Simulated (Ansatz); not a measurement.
Input, command and steps of an Ansatz relaxation.

```yaml
crystal:
  lattice:
    - [4.7261252722, 0.0, 0.0]
    - [-2.3630626361, 4.0929445472, 0.0]
    - [0.0, 0.0, 5.7946717304]
  atoms:
    - { symbol: Te, position: [0.7394693744, 0.0, 0.3333333333] }
    - { symbol: Te, position: [0.0, 0.7394693744, 0.6666666667] }
    - { symbol: Te, position: [0.2605306256, 0.2605306256, 0.0] }
basis:
  ecutwfc: 420
kpoints:
  mp_grid: { grid: [12, 12, 6] }
hamiltonian:
  xc: pbe
scf:
  occupations: { method: gaussian, width: 0.01 }
output:
  forces: true
  stress: true
  eigenvalues: true
relax:
  adjacent_minimum: "off"
  f_tol: 0.008
  max_steps: 40
  cell: { stress_tol: 0.015, fix: [a, b, gamma] }
```

```bash
ansatz run input.yaml --threads 1 --pin off --max-ram 2560MiB --backend cpu --events-out ev --progress --plain --runs-dir out
```

Level of theory: Ansatz, DFT PBE, scalar-relativistic, plane waves, PAW.

Of 4 frames 3 are shown, positions in Å and forces in eV/Å; the SCF threshold varies from step to step. Steps run on the plane waves of an earlier cell, with a Pulay correction in the pressure. The basis is chosen afresh for the last frame, the zero of the energies, and at times for earlier ones too; energy and pressure can step there, also at an unchanged geometry. Where two frames share a geometry here, they differ by under 2 meV/atom and 0.3 GPa.

```xyz
3
Lattice="4.7261 0.0000 0.0000 -2.3631 4.0929 0.0000 0.0000 0.0000 5.7947" Properties=species:S:1:pos:R:3:forces:R:3 pbc="T T T" step=1 free_energy_over_end_meV_per_atom=0.86 pressure_GPa=-0.85
Te    3.4948    0.0000    1.9316    0.1027    0.0000    0.0000
Te   -1.7474    3.0266    3.8631   -0.0513    0.0889    0.0000
Te    0.6157    1.0663    0.0000   -0.0513   -0.0889    0.0000
3
Lattice="4.7261 0.0000 0.0000 -2.3631 4.0929 0.0000 0.0000 0.0000 5.7868" Properties=species:S:1:pos:R:3:forces:R:3 pbc="T T T" step=2 free_energy_over_end_meV_per_atom=0.06 pressure_GPa=-0.37
Te    3.5107    0.0000    1.9289   -0.0081    0.0000    0.0000
Te   -1.7553    3.0403    3.8579    0.0041   -0.0070    0.0000
Te    0.6077    1.0526    0.0000    0.0041    0.0070    0.0000
3
Lattice="4.7261 0.0000 0.0000 -2.3631 4.0929 0.0000 0.0000 0.0000 5.8054" Properties=species:S:1:pos:R:3:forces:R:3 pbc="T T T" step=4 free_energy_over_end_meV_per_atom=0.00 pressure_GPa=-0.48
Te    3.5127    0.0000    1.9351    0.0006    0.0000    0.0000
Te   -1.7563    3.0421    3.8703   -0.0003    0.0005    0.0000
Te    0.6067    1.0509    0.0000   -0.0003   -0.0005    0.0000
```

The run took 110 s on 1 thread of Arm Neoverse V2, on a shared host, peak memory 0.5 GiB.